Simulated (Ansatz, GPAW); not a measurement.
Fitting the LDA energy curve of WC

Symmetry: Fm-3m, No. 225, cubic system. Conventional cell: a = 4.385 Å, b = 4.385 Å, c = 4.385 Å, α = 90.00°, β = 90.00°, γ = 90.00°. W (site symmetry m-3m) is surrounded by 6 C at 2.19 Å. Around C (site symmetry m-3m) lie 6 W at 2.19 Å.

The cell is a database's computed one, not the measured one.

The cell was scaled at fixed shape and fractions and run with Ansatz, all-electron LAPW, scalar-relativistic; LDA, k mesh 10 × 10 × 10 on the cell of 2 atoms, fermi-dirac occupations of 0.05 eV, no spin polarisation, no spin-orbit coupling. Energies are those that the program minimises, any entropy of the smearing included. For a metal such a mesh isn't converged to the digits shown.

```tsv
V (Å³/atom)	energy over the lowest row (meV/atom)
9.9096	4.10
10.1204	0.00
10.3313	6.84
10.5421	?
10.7530	48.92
10.9638	82.20
11.1747	122.51
```

Q: Fit the third-order Birch-Murnaghan form, give V0, B0 and B′, and predict the energy left open.

A: With y = (V0/V)^(2/3), E = E0 + (9 V0 B0/16) [(y - 1)³ B′ + (y - 1)² (6 - 4y)]. Least squares through the rows shown give V0 = 10.0904 Å³/atom, E0 = -0.12 meV, B0 = 404.4 GPa (1 eV/Å³ = 160.218 GPa) and B′ = 4.33, with a largest miss of 0.01 meV. At V = 10.5421 the form with these constants gives 23.49 meV; the run gave 23.49 meV an atom. Other set-ups at this level, from all their volumes (Å³/atom, GPa): GPAW, the program's PAW data sets (release 1.2.1) made for this functional: V0 10.047, B0 406.6.

The LDA minimum lies at a clearly smaller volume than the database cell, whose volume is that of the row left open. This probably reflects LDA's usual overbinding, if that cell was relaxed with a gradient-corrected functional. The large bulk modulus, 404.4 GPa, fits strong, directional W 5d-C 2p covalent bonding combined with a high valence-electron density.

The open energy is reproduced closely, but it is an interpolation between neighbouring rows, so it confirms a smooth curve rather than the form's reach outside the range. Only one row lies on the compressed side of the minimum, which leaves B′ resting mainly on the expanded branch. The PAW result differs little in volume and stiffness, though by far more than the fit's residual would suggest, possibly through the treatment of the core.

Stiffness here doesn't imply phase stability: WC is hexagonal under ambient conditions, since in the rocksalt form a group 6 metal has more electrons than the bonding states can hold, and a volume scan at fixed shape can't test that preference.
